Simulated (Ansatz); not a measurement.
# HfN: stress in a strained cell

HfN is deformed so: equal xx and yy strain of +3 %. What stress and forces result, by LAPW, PAW and all-electron datasets made for the crystal?

Program: Ansatz 0.2.0. Level of theory: DFT PBE, scalar-relativistic. These are calculated values, not measurements.

### 1 Starting point

Symmetry: Fm-3m, No. 225, cubic system. The conventional cell has a = 4.518 Å, b = 4.518 Å, c = 4.518 Å, α = 90.00°, β = 90.00°, γ = 90.00°. Around Hf (site symmetry m-3m) lie 6 N at 2.26 Å. N (site symmetry m-3m) is surrounded by 6 Hf at 2.26 Å.

As a file:

```cif
data_structure
_symmetry_space_group_name_H-M 'Fm-3m'
_symmetry_Int_Tables_number 225
_cell_length_a 4.5180
_cell_length_b 4.5180
_cell_length_c 4.5180
_cell_angle_alpha 90.000
_cell_angle_beta 90.000
_cell_angle_gamma 90.000
_cell_volume 92.22
loop_
_atom_site_label
_atom_site_type_symbol
_atom_site_symmetry_multiplicity
_atom_site_Wyckoff_symbol
_atom_site_fract_x
_atom_site_fract_y
_atom_site_fract_z
_atom_site_occupancy
Hf1 Hf 4 a 0.00000 0.00000 0.00000 1
N1 N 4 b 0.50000 0.00000 0.00000 1
```

The file gives the conventional cell by its symmetry; the runs use the cell typed in the input.

Atoms are numbered in the order of the input: Hf1, N2.

### 2 After the deformation

Space group Fm-3m before, I4/mmm after.

### 3 All-electron LAPW

input.yaml

```yaml
crystal:
  lattice:
    - [0.0, 2.32677, 2.259]
    - [2.32677, 0.0, 2.259]
    - [2.32677, 2.32677, 0.0]
  atoms:
    - { symbol: Hf, position: [0.0, 0.0, 0.0] }
    - { symbol: "N", position: [0.5, 0.5, 0.5] }
kpoints:
  mp_grid: { grid: [10, 10, 10] }
  band_path:
    path:
      - [0.0, 0.0, 0.0]
      - [0.0, 0.5, 0.5]
      - [0.25, 0.75, 0.5]
      - [0.0, 0.5, 0.0]
      - [0.0, 0.0, 0.0]
      - [0.5, 0.5, 0.0]
      - [0.3826125, 0.6173875, 0.0]
      - [-0.3826125, 0.3826125, 0.0]
      - [0.0, 0.0, 0.0]
    npoints: 5
scf:
  occupations: { method: fermi_dirac, width: 0.03 }
hamiltonian:
  xc: pbe
  pseudopotentials: { kind: all_electron, lapw: { basis_error: 0.001 } }
output:
  forces: true
  stress: true
  eigenvalues: true
```

The run is started by

```sh
ansatz run input.yaml --threads 1 --pin off --max-ram 3072MiB --backend cpu --events-out ev --progress --plain --runs-dir out
```

### 4 PAW with frozen cores

input.yaml

```yaml
crystal:
  lattice:
    - [0.0, 2.32677, 2.259]
    - [2.32677, 0.0, 2.259]
    - [2.32677, 2.32677, 0.0]
  atoms:
    - { symbol: Hf, position: [0.0, 0.0, 0.0] }
    - { symbol: "N", position: [0.5, 0.5, 0.5] }
kpoints:
  mp_grid: { grid: [10, 10, 10] }
scf:
  occupations: { method: fermi_dirac, width: 0.03 }
hamiltonian:
  xc: pbe
  pseudopotentials: { kind: paw }
output:
  forces: true
  stress: true
  eigenvalues: true
  efg: { contact_densities: true }
```

### 5 All-electron PAW on datasets made for the crystal

input.yaml: that of step 4 with these lines changed.

```diff
@@ -14,3 +14,3 @@
   xc: pbe
-  pseudopotentials: { kind: paw }
+  pseudopotentials: { kind: all_electron, datasets: crystal }
 output:
```

(Steps that only read results are left out.)

**Question.** What will these runs give? Wanted: pressure; largest shear or deviatoric stress.

The runs gave:

| quantity | value |
| --- | --- |
| pressure | LAPW -8.98, PAW -9.05, crystal datasets -8.99 GPa |
| largest shear or deviatoric stress (LAPW) | 6.99 GPa |

In words: The largest part of the stress beyond the pressure is 6.99 GPa in size, in the zz component; the atoms are carried along and not relaxed. No run of the undeformed cell stands beside it, so the pressure holds what the given cell had before the change. PAW: stress within 0.07 GPa of LAPW. Crystal datasets: stress within 0.01 GPa of LAPW. Spin-orbit coupling is left out, though the cell holds Hf; in elements this heavy it can shift bands and gaps by tenths of an eV. HfN has an odd count of electrons, so a run without spin can force a false metal and spoil its energy.
